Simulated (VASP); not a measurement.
A run of VASP 6.6.1 is set up as follows.

The input INCAR:

```
ALGO = Normal
EDIFF = 1E-6
EDIFFG = -0.01
ENCUT = 600
GGA = CA
IBRION = 2
ISIF = 3
ISMEAR = 0
LASPH = T
LCHARG = F
LREAL = F
LWAVE = F
NELM = 80
NSW = 90
PREC = Accurate
SIGMA = 0.03
```

The input KPOINTS:

```
k-points
0
Gamma
  8 8 8
```

The input POSCAR:

```
CaSe
1.0
    0.0000000000      2.9560000000      2.9560000000
    2.9560000000      0.0000000000      2.9560000000
    2.9560000000      2.9560000000      0.0000000000
Ca Se
1 1
Direct
    0.0000000000      0.0000000000      0.0000000000
    0.5000000000      0.5000000000      0.5000000000
```

Potentials or basis: VASP PAW LDA potentials, release 64 (Ca_sv, Se).

Launch:

```console
$ cat potpaw_LDA.64/Ca_sv/POTCAR potpaw_LDA.64/Se/POTCAR > POTCAR
$ mpirun -np 1 vasp_std > vasp.out
```

**Question.** What does it give for the space group after relaxing (to 0.05 Å)?

**Answer.** Fm-3m (No. 225).

**Question.** Estimate the relaxed cell.

**Answer.** a = 4.102 Å, b = 4.102 Å, c = 4.102 Å, α = 60.00°, β = 60.00°, γ = 60.00°.

Final structure:
```cif
data_structure
_symmetry_space_group_name_H-M 'P 1'
_symmetry_Int_Tables_number 1
_cell_length_a 4.1021
_cell_length_b 4.1021
_cell_length_c 4.1021
_cell_angle_alpha 60.000
_cell_angle_beta 60.000
_cell_angle_gamma 60.000
_cell_volume 48.81
loop_
_atom_site_label
_atom_site_type_symbol
_atom_site_fract_x
_atom_site_fract_y
_atom_site_fract_z
_atom_site_occupancy
Ca1 Ca 0.00000 0.00000 0.00000 1
Se1 Se 0.50000 0.50000 0.50000 1
```

LDA usually gives volumes a few per cent too small. Zero-point motion and thermal expansion aren't in these numbers.
